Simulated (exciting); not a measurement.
Ru: single point with PBEsol

The system is Ru.

```xyz
2
Lattice="2.7058 0.0000 0.0000 -1.3529 2.3433 0.0000 0.0000 0.0000 4.2819" Properties=species:S:1:pos:R:3 pbc="T T T"
Ru    1.3541    0.8057    3.1908
Ru   -0.0504    1.5944    1.0434
```

The cell isn't the ideal one: atoms moved at random, drawn with an rms of 0.05 Å.

```json
{
 "Program": "exciting (release sodium)",
 "Task": "single point",
 "Functional": "PBEsol",
 "Potentials or basis": "all-electron LAPW+lo, shipped species files, valence relativity iora*",
 "rgkmax": "9",
 "k mesh": "11 × 11 × 6",
 "Occupations": "fermi-dirac, width 0.05 eV",
 "Spin": "no spin polarisation"
}
```

```yaml
Largest_force: 0.350 eV/Å
Band_gap_on_the_k_mesh: none (metal or under the smearing width)
All_electrons_inside_the_program's_atomic_spheres: Ru 42.06 (radii Ru 2.3 bohr)
```

Forces on the atoms (eV/Å):
```
Ru  -0.337  0.050 -0.080
Ru   0.337 -0.050  0.080
```

Levels at points of the mesh, in eV from the Fermi level:
```
           k point  band 12  band 13  band 14  band 15  band 16  band 17  band 18  band 19  band 20  band 21
(0.00, 0.00, 0.00)    -2.51    -2.41    -1.89    -1.80    -1.48    -1.16     1.08     1.30     1.44    10.43
(0.00, 0.00, 0.50)    -2.74    -2.70    -2.68    -2.67    -2.64     0.54     0.57     0.66     0.69    14.43
```

It took 6.9 min on 1 thread of Intel(R) Xeon(R) 6975P-C (Granite Rapids), with other jobs on the host, peak memory 0.16 GiB.

Caveat: the log's total energy holds no entropy term; the free energy is that total less TS from the occupations.
